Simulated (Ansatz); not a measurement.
# CuI: the cost of one run

Program: Ansatz 0.2.0. Level of theory: DFT, scalar-relativistic, functionals as named in each step. These are calculated values, not measurements.

The COD entry's cell or inner coordinates are ideal or old and differ from later refinements, so a difference from it is no clean test against experiment.

1 further run of the same task is left out (it didn't finish). Runs told in other sessions of the task aren't counted.

## Step 1: The structure to begin with

Symmetry: F-43m, No. 216, cubic system. Conventional cell: a = 6.063 Å, b = 6.063 Å, c = 6.063 Å, α = 90.00°, β = 90.00°, γ = 90.00°. Around Cu (site symmetry -43m) lie 4 I at 2.63 Å. Around I (site symmetry -43m) lie 4 Cu at 2.63 Å.

Coordinates:

```cif
data_structure
_symmetry_space_group_name_H-M 'P 1'
_symmetry_Int_Tables_number 1
_cell_length_a 4.2872
_cell_length_b 4.2872
_cell_length_c 4.2872
_cell_angle_alpha 60.000
_cell_angle_beta 60.000
_cell_angle_gamma 60.000
_cell_volume 55.72
loop_
_atom_site_label
_atom_site_type_symbol
_atom_site_fract_x
_atom_site_fract_y
_atom_site_fract_z
_atom_site_occupancy
Cu1 Cu 0.75000 0.75000 0.75000 1
I1 I 0.00000 0.00000 0.00000 1
```

Atoms are numbered in the order of the input: Cu1, I2.

## Step 2: LDA, LAPW

Contents of input.yaml:

```yaml
crystal:
  lattice:
    - [0.0, 3.0315, 3.0315]
    - [3.0315, 0.0, 3.0315]
    - [3.0315, 3.0315, 0.0]
  atoms:
    - { symbol: Cu, position: [0.75, 0.75, 0.75] }
    - { symbol: I, position: [0.0, 0.0, 0.0] }
kpoints:
  mp_grid: { grid: [9, 9, 9] }
  band_path:
    path:
      - [0.0, 0.0, 0.0]
      - [-0.5, -0.5, 0.0]
      - [-0.375, -0.375, 0.25]
      - [-0.375, 0.0, 0.375]
      - [0.0, 0.0, 0.0]
      - [0.0, 0.0, 0.5]
      - [-0.5, -0.25, 0.25]
      - [-0.5, -0.5, 0.0]
    npoints: 5
scf:
  occupations: { method: fermi_dirac, width: 0.03 }
hamiltonian:
  xc: lda
  pseudopotentials: { kind: all_electron, lapw: { basis_error: 0.001 } }
output:
  forces: true
  stress: true
  eigenvalues: true
```

Started as:

```bash
$ ansatz run input.yaml --threads 1 --pin off --max-ram 2048MiB --backend cpu --events-out ev --progress --plain --runs-dir out
```

Q: Estimate wall time and peak memory on 1 thread of Arm Neoverse V1, shared host.

About 31 s, with a peak of 0.32 GiB.
